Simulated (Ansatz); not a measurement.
# AlPt: equation of state with PBEsol

The system is AlPt.

```
Pt Al
1.0
     3.09155    0.00000    0.00000
     0.00000    3.09155    0.00000
     0.00000    0.00000    3.09155
Pt Al
1 1
Direct
  0.50000 0.50000 0.50000
  0.00000 0.00000 0.00000
```

Measurements of this composition are mostly on another form, of space group No. 198.

| Property | Result |
| --- | --- |
| Program | Ansatz 0.2.0 |
| Task | equation of state |
| Functional | PBEsol |
| Potentials or basis | all-electron LAPW, scalar-relativistic |
| Basis error allowed | 0.001 eV/atom |
| k mesh | 9 × 9 × 9 |
| Occupations | fermi-dirac, width 0.05 eV |
| Spin | no spin polarisation |

```yaml
Equilibrium_volume: 14.33 Å³/atom
Bulk_modulus: 202 GPa
Pressure_derivative_of_the_bulk_modulus: 4.7
```

Energy against volume, from the lowest point:
```csv
volume (Å³/atom),energy (meV/atom)
13.888,8.25
14.183,0.05
14.478,0.00
14.774,7.19
15.069,20.82
15.365,40.17
15.660,64.59
```

All runs of the series together: 58 s on 1 thread of AMD EPYC 7R43 64-Core Processor (Zen 3), with other jobs on the host.

The run has no spin-orbit coupling, so splittings on Pt are missing.
